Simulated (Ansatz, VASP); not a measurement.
# One calculation of Pd, two programs

The input POSCAR:

```
Pd
1.0
    2.6226839681      0.0000000000      0.0000000000
    0.0000000000      2.6226839681      0.0000000000
    0.0000000000      0.0000000000      2.6226839681
Pd
1
Direct
    0.0000000000      0.0000000000      0.0000000000
```

File INCAR.step1:

```
SYSTEM = Pd
PREC = Accurate ; ENCUT = 520
ISMEAR = -1 ; SIGMA = 0.1
LREAL = .False. ; LASPH = .True.
NELM = 60 ; NBANDS = 11
GGA = PE ; ALGO = Normal
EDIFF = 1E-4 ; LWAVE = .True.
LCHARG = .False.
```

The input INCAR.step2:

```
SYSTEM = Pd
PREC = Accurate ; ENCUT = 520
EDIFF = 1E-7 ; ISMEAR = -1
SIGMA = 0.1 ; LREAL = .False.
LASPH = .True. ; NELM = 60
ALGO = Normal ; ISIF = 2
LWAVE = .False. ; LCHARG = .False.
METAGGA = R2SCAN ; LMIXTAU = .True.
NBANDS = 11 ; ISTART = 1
```

Contents of KPOINTS:

```
regular mesh
0
Gamma
  14 14 14
  0 0 0
```

Input for Ansatz:

```yaml
crystal:
  lattice:
    - [2.6226839681, 0.0, 0.0]
    - [0.0, 2.6226839681, 0.0]
    - [0.0, 0.0, 2.6226839681]
  atoms:
    - { symbol: Pd, position: [0.0, 0.0, 0.0] }
hamiltonian:
  xc: r2scan
  pseudopotentials:
    kind: paw
    azcp:
      Pd: "pseudopotentials/Pd.paw.azcp"
basis:
  ecutwfc: 500
  fft_grid_basis: typed
kpoints:
  mp_grid: { grid: [14, 14, 14], shift: [0, 0, 0] }
magnetization:
  spin_polarized: false
scf:
  occupations: { method: fermi_dirac, width: 0.1 }
  lower_state_search: "off"
output:
  stress: true
```

Alike in both runs: task single point; functional r2SCAN; k mesh 14 × 14 × 14; occupations fermi-dirac, width 0.1 eV; no spin polarisation.

|  | VASP | Ansatz |
| --- | --- | --- |
| version | VASP 6.6.1 | Ansatz 0.2.0 |
| potentials or method | VASP PAW PBE potentials, release 64 (Pd) | plane waves (500 eV) with PAW, scalar-relativistic |
| plane-wave cutoff (eV) | 520 | 500 |
| valence electrons in the cell | 10 | 18 |

```csv
,VASP,Ansatz,Ansatz less VASP
pressure (GPa),-4.3,-4.7,-0.38
```

The two sets of potentials don't hold the same shells in valence.

Caveats: the PAW data sets were made with another functional, which shifts forces and pressure a little (VASP).
